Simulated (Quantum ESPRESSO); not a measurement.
WS2:

```
W S
1.0
     3.15747    1.93750    4.45709
     3.15747   -1.93750    4.45709
     6.32117    0.00000    0.00000
W S
2 4
Direct
  0.00000 0.00000 0.00000
  0.50000 0.50000 0.50000
  0.14445 0.14445 0.54345
  0.35555 0.35555 0.95655
  0.64445 0.64445 0.04345
  0.85555 0.85555 0.45655
```

The cell was built by a generator and isn't the measured one.

A run of Quantum ESPRESSO 7.5 on this cell left the log below. Logs are shortened: lines on timing, memory, paths and dates and some standing lists are left out, and cuts for length are marked.

```text
This program is part of the open-source Quantum ESPRESSO suite
     for quantum simulation of materials; please cite
         "P. Giannozzi et al., J. Phys.:Condens. Matter 21 395502 (2009);
         "P. Giannozzi et al., J. Phys.:Condens. Matter 29 465901 (2017);
         "P. Giannozzi et al., J. Chem. Phys. 152 154105 (2020);
     in publications or presentations arising from this work. More details at

     Message from routine setup:
     using ibrav=0 with symmetry is DISCOURAGED, use correct ibrav instead

     K-points division:     npool     =       2
     Subspace diagonalization in iterative solution of the eigenvalue problem:
     a serial algorithm will be used

     G-vector sticks info
     --------------------
     sticks:   dense  smooth     PW     G-vecs:    dense   smooth      PW
     Sum        2177    2177    627                84997    84997   13335

     Using Slab Decomposition

     bravais-lattice index     =            0
     lattice parameter (alat)  =      10.9521  a.u.
     unit-cell volume          =     736.7448 (a.u.)^3
     number of atoms/cell      =            6
     number of atomic types    =            4
     number of electrons       =        52.00
     number of Kohn-Sham states=           39
     kinetic-energy cutoff     =      90.0000  Ry
     charge density cutoff     =     360.0000  Ry
     scf convergence threshold =      2.4E-07
     mixing beta               =       0.7000
     number of iterations used =           20  plain     mixing
     Exchange-correlation= PBE
                           (   1   4   3   4   0   0   0)
     Hubbard projectors: ortho-atomic
     Hubbard parameters of DFT+U (Dudarev formulation) in eV:
     U(W1-5d) =  6.0000
     U(W2-5d) =  6.0000

     Internal variables: lda_plus_u =T, lda_plus_u_kind = 0

     Internal variables: orbital_resolved =F, hub_pot_fix =F, apply_U = F

[... 528 lines left out ...]
    15.7123  16.1972  17.0348  17.6123  18.1896  18.5529  18.9068
[... 219 lines left out ...]
   -63.3517 -62.2526 -27.8075 -27.7371 -27.7056 -26.3749 -26.2452 -26.1721
    -2.5651  -2.5624  -0.9625  -0.7884   4.9729   5.0173   6.0400   6.3829
     6.4601   7.1048   7.2135   8.2177   8.2827   8.9954   9.2480   9.5663
    10.4783  10.6132  10.8406  14.4019  14.4958  14.6531  15.1609  15.4608
    15.7827  15.7901  17.5825  17.6487  18.0631  18.4954  19.5222

 ------ SPIN DOWN ----------

          k = 0.0000 0.0000 0.0000 ( 10641 PWs)   bands (ev):

   -63.3524 -62.2524 -27.8097 -27.7283 -27.7071 -26.3742 -26.2361 -26.1725
    -3.6801  -1.9989  -0.8825  -0.0642   4.3595   4.7773   5.9798   6.0080
     6.6708   6.7272   7.8899   8.7718   9.1501   9.3100   9.5188   9.7905
    10.0756  10.6421  11.7333  13.1641  14.1332  14.6788  14.7993  14.9999
    15.3598  15.8845  16.5193  17.0553  17.3751  18.0477  18.8915
[... 19 lines left out ...]
   -63.3523 -62.2524 -27.8079 -27.7372 -27.7063 -26.3737 -26.2451 -26.1716
    -3.3280  -1.8426  -1.0210  -0.3972   4.8358   5.0419   5.3767   6.3209
     6.6593   6.9006   7.5711   8.2484   8.8268   9.1006   9.4190   9.4332
     9.8902  10.0743  11.0360  14.0385  14.7203  15.0735  15.5163  15.5845
    15.9528  16.5586  16.7932  17.6608  17.9842  18.3130  18.7950

          k = 0.2292-0.2991-0.0323 ( 10644 PWs)   bands (ev):

   -63.3523 -62.2522 -27.8078 -27.7373 -27.7063 -26.3741 -26.2449 -26.1716
    -3.2007  -1.9230  -1.1184  -0.4453   4.8993   5.1146   5.3225   6.3163
     6.7498   7.1071   7.6945   8.3660   8.5012   8.8207   9.0506   9.7382
     9.9775  10.2167  10.8345  13.8900  15.0979  15.3838  15.5191  15.5729
    15.7124  16.1974  17.0348  17.6123  18.1896  18.5529  18.9069
[... 219 lines left out ...]
   -63.3522 -62.2521 -27.8079 -27.7375 -27.7060 -26.3744 -26.2448 -26.1717
    -2.5651  -2.5625  -0.9625  -0.7884   4.9728   5.0173   6.0399   6.3829
     6.4599   7.1047   7.2134   8.2177   8.2826   8.9954   9.2480   9.5662
    10.4782  10.6132  10.8406  14.4018  14.4956  14.6533  15.1611  15.4610
    15.7829  15.7903  17.5825  17.6487  18.0630  18.4954  19.5217

     the Fermi energy is    10.7649 ev

!    total energy              =    -390.63062113 Ry
     estimated scf accuracy    <       0.00000003 Ry
     smearing contrib. (-TS)   =      -0.00024624 Ry
     internal energy E=F+TS    =    -390.63037489 Ry

     The total energy is F=E-TS. E is the sum of the following terms:
     one-electron contribution =     -89.62565845 Ry
     hartree contribution      =      66.55583497 Ry
     xc contribution           =     -91.51507933 Ry
     ewald contribution        =    -276.61963954 Ry
     Hubbard energy            =       0.57416745 Ry

     total magnetization       =     0.00 Bohr mag/cell
     absolute magnetization    =     6.24 Bohr mag/cell

     convergence has been achieved in  12 iterations

     Forces acting on atoms (cartesian axes, Ry/au):

     atom    1 type  1   force =     0.00000029   -0.00000000   -0.00001167
     atom    2 type  2   force =    -0.06315083   -0.00000000   -0.00741770
     atom    3 type  2   force =     0.06314684    0.00000000    0.00741680
     atom    4 type  3   force =    -0.00000088   -0.00000000    0.00000893
     atom    5 type  4   force =    -0.06314322   -0.00000000   -0.00741709
     atom    6 type  4   force =     0.06314780   -0.00000000    0.00742073

     Total force =     0.127163     Total SCF correction =     0.000608

     Computing stress (Cartesian axis) and pressure

          total   stress  (Ry/bohr**3)                   (kbar)     P=       89.01
   0.00076058   0.00000000  -0.00096206          111.88        0.00     -141.52
  -0.00000000  -0.00003426   0.00000000           -0.00       -5.04        0.00
  -0.00096206   0.00000000   0.00108882         -141.52        0.00      160.17

=------------------------------------------------------------------------------=
   JOB DONE.
=------------------------------------------------------------------------------=
```

Question: Write the input and the command behind it.

Answer: Single point with PBE+U, collinear spin, antiferromagnetic start. The files as run (others can give the same):

pw.in
```
&CONTROL
  calculation = 'scf'
  prefix = 'pwscf'
  outdir = './tmp'
  pseudo_dir = './pseudo'
  tprnfor = .true.
  tstress = .true.
  disk_io = 'nowf'
/
&SYSTEM
  ibrav = 0
  nat = 6
  ntyp = 4
  ecutwfc = 90
  nbnd = 39
  occupations = 'smearing'
  smearing = 'gaussian'
  degauss = 0.00367493
  nspin = 2
  starting_magnetization(1) = 0.1429
  starting_magnetization(2) = 0
  starting_magnetization(3) = -0.1429
  starting_magnetization(4) = -0
/
&ELECTRONS
  conv_thr = 2.4d-07
  electron_maxstep = 100
  mixing_beta = 0.7
  mixing_ndim = 20
/
ATOMIC_SPECIES
W1   183.8400 W.upf
S1    32.0600 S.upf
W2   183.8400 W.upf
S2    32.0600 S.upf
CELL_PARAMETERS angstrom
   3.1574728600    1.9375011600    4.4570869100
   3.1574728600   -1.9375011600    4.4570869100
   6.3211689800    0.0000000000    0.0000000000
ATOMIC_POSITIONS crystal
W1     0.0000000000    0.0000000000    0.0000000000
S1     0.1444500000    0.1444500000    0.5434500000
S1     0.3555500000    0.3555500000    0.9565500000
W2     0.5000000000    0.5000000000    0.5000000000
S2     0.6444500000    0.6444500000    0.0434500000
S2     0.8555500000    0.8555500000    0.4565500000
K_POINTS automatic
5 5 4 0 0 0
HUBBARD {ortho-atomic}
U W1-5d 6.0
U W2-5d 6.0
```

Potentials or basis: PseudoDojo 0.4 SR PBE stringent.
Launch:
```console
$ OMP_NUM_THREADS=1 mpirun -n 2 pw.x -nk 2 -in pw.in > pw.out
```

Caveat: the k mesh is coarse; forces of over 1 eV/Å show positions far from the minimum, so gaps and moduli don't describe the material at rest.
